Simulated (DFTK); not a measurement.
Crystal: PbO (Litharge).

```
Pb O
1.0
     3.99000    0.00000    0.00000
     0.00000    3.99000    0.00000
     0.00000    0.00000    5.01000
Pb O
2 2
Direct
  0.50000 0.00000 0.76000
  0.00000 0.50000 0.24000
  0.50000 0.50000 0.00000
  0.00000 0.00000 0.00000
```

Base run:

```yaml
Program: DFTK 0.8.2
Functional: PBE
Potentials_or_basis: dojo.nc.sr.pbe.v0_4_1.standard.upf (PBE)
Cutoff: 1143 eV
k_mesh: 7 × 7 × 6
Occupations: fermi-dirac, width 0.05 eV
Spin: no spin polarisation
```

Its results: band gap on the k mesh 1.40 eV, indirect (least direct gap 2.36 eV); pressure 3.5 GPa; largest force 0.066 eV/Å.

Question: The run is repeated on the same cell with these changes: functional from PBE to PBEsol; potentials or basis from dojo.nc.sr.pbe.v0_4_1.standard.upf (PBE) to dojo.nc.sr.pbesol.v0_4_1.standard.upf (PBEsol). What comes out?

Answer: Band gap on the k mesh 1.35 eV, indirect (least direct gap 2.28 eV); pressure -0.3 GPa; largest force 0.244 eV/Å.

Caveats: spin-orbit coupling is left out, which as a rule narrows the gap of such compounds by several tenths of an eV; an odd mesh through Γ misses points on the zone boundary, where band edges often lie.

Not every run made on this cell is shown here.
